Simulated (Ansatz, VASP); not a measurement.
**One calculation of Sb, two programs**

```
Sb
1.0
     2.14725    1.23971    3.65476
    -2.14725    1.23971    3.65476
     0.00000   -2.47943    3.65476
Sb
2
Direct
  0.23588 0.23588 0.23588
  0.76412 0.76412 0.76412
```

Alike in both runs: functional LDA; k mesh 12 × 12 × 12; occupations gaussian, width 0.1 eV; no spin polarisation.

Ansatz relaxed the structure, and its values are those at the end. VASP's run is a single point on that final structure, the one shown.

|  | VASP | Ansatz |
| --- | --- | --- |
| version | VASP 6.6.1 | Ansatz 0.2.0 |
| potentials or method | VASP PAW LDA potentials, release 64 (Sb) | scalar-relativistic, plane waves, PAW |
| plane-wave cutoff (eV) | 520 | 420 |
| valence electrons in the cell | 10 | 30 |

```tsv
	VASP	Ansatz	Ansatz less VASP
gap on the k mesh at the Fermi level (eV)	none	none	-
pressure (GPa)	0.3	0.0	-0.29
rms of the force components (eV/Å)	0.037	0.000	-0.0371
```

A gap of «none» marks a metal or a gap that the smearing closes. The two sets of potentials don't hold the same shells in valence. Ansatz warned: «pseudo_functional_mismatch».

The runs have no spin-orbit coupling, so splittings on Sb are missing.
